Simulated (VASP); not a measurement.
GaN:

```
CELL_PARAMETERS angstrom
3.18000 0.00000 0.00000
-1.59000 2.75396 0.00000
0.00000 0.00000 5.16600
ATOMIC_POSITIONS crystal
Ga 0.66667 0.33333 0.50000
Ga 0.33333 0.66667 0.00000
N 0.66667 0.33333 0.87500
N 0.33333 0.66667 0.37500
```

| Quantity | Value |
| --- | --- |
| Program | VASP 6.6.1 |
| Task | relaxation of cell and atoms |
| Functional | LAK |
| Potentials or basis | VASP PAW PBE potentials, release 64 (Ga_d, N) |
| Cutoff | 600 eV |
| k mesh | 10 × 10 × 5 |
| Occupations | fermi-dirac, width 0.05 eV |
| Spin | no spin polarisation |

At the start: pressure 8.4 GPa; volume 11.31 Å³/atom.

Problem. Where does the relaxation end?

Solution. Over 9 steps the energy falls by 13.6 meV/atom and the volume is 11.79 Å³/atom (+4.3 %); space group P6_3mc (No. 186, to 0.05 Å).

Step by step:
```tsv
step	energy change (eV)	largest force (eV/Å)	pressure (GPa)	volume (Å³)
1	0.0000	0.1579	8.36	45.24
2	-0.0052	0.0506	-7.37	49.22
3	-0.0542	0.0127	-0.40	47.25
4	-0.0542	0.0185	-0.02	47.15
5	-0.0541	0.0209	0.14	47.12
6	-0.0541	0.0065	0.15	47.11
7	-0.0541	0.0004	0.15	47.11
8	-0.0542	0.0010	-0.16	47.18
9	-0.0542	0.0011	-0.08	47.18
```

Final structure:
```cif
data_structure
_symmetry_space_group_name_H-M 'P 1'
_symmetry_Int_Tables_number 1
_cell_length_a 3.2229
_cell_length_b 3.2229
_cell_length_c 5.2444
_cell_angle_alpha 90.000
_cell_angle_beta 90.000
_cell_angle_gamma 120.000
_cell_volume 47.18
loop_
_atom_site_label
_atom_site_type_symbol
_atom_site_fract_x
_atom_site_fract_y
_atom_site_fract_z
_atom_site_occupancy
Ga1 Ga 0.66667 0.33333 0.49905 1
Ga2 Ga 0.33333 0.66667 0.99905 1
N1 N 0.66667 0.33333 0.87595 1
N2 N 0.33333 0.66667 0.37595 1
```

Caveat: the PAW data sets were made with another functional, which shifts forces and pressure a little.
